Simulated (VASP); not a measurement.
Wanted: the native input for a VASP 6.6.1 run.

```yaml
Task: single point
Functional: PBEsol
Potentials_or_basis: VASP PAW PBE potentials, release 64 (Pd)
Cutoff: 520 eV
k_mesh: 24 × 24 × 24
Occupations: gaussian, width 0.1 eV
Spin: no spin polarisation
Dipole_correction: no
Further_INCAR_settings: ALGO = Fast; EDIFF = 1e-06; NBANDS = 11
```

The structure of Pd lies in POSCAR:

```
Pd
1.0
   -1.5419933664      1.5419933664      1.5419933664
    1.5419933664     -1.5419933664      1.5419933664
    1.5419933664      1.5419933664     -1.5419933664
Pd
1
Direct
    0.0000000000      0.0000000000      0.0000000000
```

The cell was built by a generator and needn't be a form met in nature.

One way to write it, as run:

INCAR

```
SYSTEM = Pd
PREC = Accurate
ENCUT = 520
EDIFF = 1E-6
ISMEAR = 0
SIGMA = 0.1
LREAL = .FALSE.
LASPH = .TRUE.
NELM = 100
ALGO = Fast
ISIF = 2
LWAVE = .FALSE.
LCHARG = .FALSE.
GGA = PS
NBANDS = 11
```

KPOINTS

```
Automatic mesh
0
G
  24 24 24
  0 0 0
```

Potentials or basis: VASP PAW PBE potentials, release 64 (Pd).

Launch:

```sh
$ cat potpaw_PBE.64/Pd/POTCAR > POTCAR
$ mpirun -np 1 vasp_std > vasp.out
```

It gave:

```json
{"Pressure": "-0.4 GPa", "Band gap on the k mesh": "none (metal or under the smearing width)"}
```

Caveat: the PAW data sets were made with another functional, which shifts forces and pressure a little.

Run time: 28 s on 1 thread of AMD EPYC 9R45 96-Core Processor (Zen 5) (shared host), peak memory 0.15 GiB.
